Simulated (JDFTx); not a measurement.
# CdS (Hawleyite): band structure with PBEsol

CdS (Hawleyite):

```xyz
2
Lattice="0.0000 2.9165 2.9165 2.9165 0.0000 2.9165 2.9165 2.9165 0.0000" Properties=species:S:1:pos:R:3 pbc="T T T"
Cd    0.0000    0.0000    0.0000
S     4.3748    4.3748    4.3748
```

```json
{
  "Program": "JDFTx 1.7.0 (patched build)",
  "Task": "band structure",
  "Functional": "PBEsol",
  "Potentials or basis": "PseudoDojo-SR-PBEsol-0.4.1-standard with smoothed tails",
  "Cutoff": "1388 eV",
  "Density cutoff": "11102 eV",
  "k mesh": "8 × 8 × 8",
  "Occupations": "fermi-dirac, width 0.05 eV",
  "Spin": "no spin polarisation",
  "Band ratio of the Davidson solver": "1.3",
  "Local potential set to -Z/r beyond": "6 bohr",
  "Bands": "19",
  "Density cutoff over wavefunction cutoff": "8",
  "Max SCF steps": "30",
  "SCF threshold on the energy": "1e-06 Ha",
  "Solver of the electrons": "minimize",
  "Further solve for the empty bands": "no",
  "Start": "density of an earlier self-consistent run, held fixed",
  "Path": "G-X-W-K-G-L-U-W-L-K-U-X"
}
```

The band gap along the path is 1.00 eV, direct.

Levels at the corners of the path, in eV from the valence-band top:
```csv
point,band 11,band 12,band 13,band 14,band 15,band 16
Γ,0.00,0.00,0.00,1.00,6.42,6.42
X,-4.01,-1.91,-1.91,3.40,4.25,9.04
W,-3.96,-2.31,-2.22,5.30,5.36,7.10
K,-3.99,-2.58,-1.55,4.10,5.35,8.32
Γ,0.00,0.00,0.00,1.00,6.42,6.42
L,-4.47,-0.76,-0.76,2.89,6.89,6.89
U,-3.99,-2.58,-1.55,4.10,5.35,8.32
W,-3.96,-2.31,-2.22,5.30,5.36,7.10
L,-4.47,-0.76,-0.76,2.89,6.89,6.89
K,-3.99,-2.58,-1.55,4.10,5.35,8.32
U,-3.99,-2.58,-1.55,4.10,5.35,8.32
X,-4.01,-1.91,-1.91,3.40,4.25,9.04
```

It took 65 s on 1 thread of Arm Neoverse V2 (shared host), peak memory 0.18 GiB.
